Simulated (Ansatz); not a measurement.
# C: the cost of one run

Method: DFT PBE, scalar-relativistic, plane waves, PAW, in Ansatz 0.2.0.

9 further runs of the same task are left out: 9 set aside as unsound or not needed.

## 1. The starting structure

The structure is cubic, space group Fd-3m (No. 227). Conventional cell: a = 3.572 Å, b = 3.572 Å, c = 3.572 Å, α = 90.00°, β = 90.00°, γ = 90.00°. C (site symmetry -43m) has 4 C at 1.55 Å as nearest neighbours.

As a file:

```
CELL_PARAMETERS angstrom
0.00000 1.78584 1.78584
1.78584 0.00000 1.78584
1.78584 1.78584 0.00000
ATOMIC_POSITIONS crystal
C 0.50000 0.50000 0.50000
C 0.75000 0.75000 0.75000
```

This cell was relaxed beforehand with the same method: volume 5.70 Å³/atom, gap on the mesh 4.15 eV.

## 2. The scan

The energy is mapped over two homogeneous strains (x along [1 0 0], y along [0 1 0], z along [0 0 1] of the conventional cell).

First coordinate, strain +e along x and -e along y: 9 values from −15.00 %. Second coordinate, strain +e along z and -e/2 along x and y: 9 values from −7.00 %.

Nothing else is relaxed (symmetry fixes all fractional coordinates). Energies count from the relaxed crystal. Points are written as (first, second).

## 3. Point (−15.00 %, −5.25 %)

Contents of input.yaml:

```yaml
crystal:
  lattice:
    - [0.0, 2.1005978199, 1.6920862354]
    - [1.5648449222, 0.0, 1.6920862354]
    - [1.5648449222, 2.1005978199, 0.0]
  atoms:
    - { symbol: C, position: [0.5, 0.5, 0.5] }
    - { symbol: C, position: [0.75, 0.75, 0.75] }
basis:
  ecutwfc: 520.0
kpoints:
  mp_grid: { grid: [12, 12, 12] }
hamiltonian:
  xc: pbe
  pseudopotentials: { kind: paw, azcp: { folder: soft_1 } }
scf:
  occupations: { method: gaussian, width: 0.05 }
output:
  forces: true
  stress: true
  eigenvalues: true
```

The run is started by

```sh
> ansatz run input.yaml --threads 1 --pin off --max-ram 2048MiB --backend cpu --events-out ev --progress --plain --runs-dir out
```

Q: Estimate wall time and peak memory on 1 thread of Arm Neoverse V1, shared host.

About 2.6 s, with a peak of 0.29 GiB.
